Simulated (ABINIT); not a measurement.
Ag:

```
Ag
1.0
     2.93000    0.00000    0.00000
    -1.46500    2.53745    0.00000
     0.00000    0.00000    4.79000
Ag
2
Direct
  0.66667 0.33333 0.75000
  0.33333 0.66667 0.25000
```

This isn't the form of Ag at room conditions, which is fcc.

- Program: ABINIT 10.8.3 (patched build)
- Task: single point
- Functional: PBE
- Potentials or basis: JTH PAW PBE v2.0
- Cutoff: 463 eV
- k mesh: 10 × 10 × 6
- Occupations: fermi-dirac, width 0.05 eV
- Spin: no spin polarisation

On this cell: pressure 0.7 GPa; largest force under 0.003 eV/Å; band gap on the k mesh none (metal or under the smearing width).

The same run follows on a disturbed copy (atoms moved at random, drawn with an rms of 0.05 Å):

```xyz
2
Lattice="2.9300 0.0000 0.0000 -1.4650 2.5375 0.0000 0.0000 0.0000 4.7900" Properties=species:S:1:pos:R:3 pbc="T T T"
Ag    1.4937    0.8883    3.5776
Ag    0.0046    1.7069    1.2002
```

Question: What changes?

Answer: The energy (extrapolated to zero smearing) moves by +0.7 meV/atom; pressure 0.7 GPa; largest force 0.097 eV/Å; band gap on the k mesh none (metal or under the smearing width).

Forces in eV/Å, atoms in the order of the input:
```
Ag  -0.023 -0.023  0.092
Ag   0.023  0.023 -0.092
```

Stress tensor (GPa, compression positive):
```
 1.05  0.15 -0.02
 0.15  0.72 -0.02
-0.02 -0.02  0.28
```
